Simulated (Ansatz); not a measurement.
Crystal: Cu.

```
CELL_PARAMETERS angstrom
2.53076 0.00000 0.00000
-1.26538 2.19171 0.00000
0.00000 0.00000 8.26182
ATOMIC_POSITIONS crystal
Cu 0.66667 0.33333 0.75000
Cu 0.00000 0.00000 0.50000
Cu 0.33333 0.66667 0.25000
Cu 0.00000 0.00000 0.00000
```

This isn't the form of Cu at room conditions, which is fcc.

| Quantity | Value |
| --- | --- |
| Program | Ansatz 0.2.0 |
| Task | relaxation of cell and atoms |
| Functional | revPBE |
| Potentials or basis | Ansatz PAW |
| Cutoff | 420 eV (not typed: the program's choice for these potentials) |
| k mesh | 12 × 12 × 4 |
| Occupations | fermi-dirac, width 0.05 eV |
| Spin | no spin polarisation |

At the start: volume 11.46 Å³/atom.

How do energy, volume and symmetry change on relaxing?

It ends after 8 steps and the volume is 12.28 Å³/atom (+7.2 %); space group P6_3/mmc (No. 194, to 0.05 Å).

The path:
| step | energy change (eV) | largest force (eV/Å) | volume (Å³) |
| --- | --- | --- | --- |
| 1 | 0.0000 | 0.0000 | 45.83 |
| 2 | -0.0729 | 0.0000 | 47.35 |
| 3 | -0.0992 | 0.0000 | 48.92 |
| 4 | -0.0994 | 0.0000 | 49.15 |
| 5 | -0.0994 | 0.0000 | 49.16 |
| 6 | -0.1017 | 0.0000 | 49.16 |
| 7 | -0.1017 | 0.0000 | 49.13 |
| 8 | -0.1017 | 0.0000 | 49.13 |

Final structure:
```xyz
4
Lattice="2.5941 0.0000 0.0000 -1.2971 2.2466 0.0000 0.0000 0.0000 8.4296" Properties=species:S:1:pos:R:3 pbc="T T T"
Cu    1.2971    0.7489    6.3222
Cu    0.0000    0.0000    4.2148
Cu    0.0000    1.4977    2.1074
Cu    0.0000    0.0000    0.0000
```

Caveat: the plane-wave basis is chosen anew once the cell has moved, so the energies of steps on either side of that aren't comparable; the PAW data sets come from PBE, with cores solved anew for the run's functional, which leaves a small shift of forces and pressure.
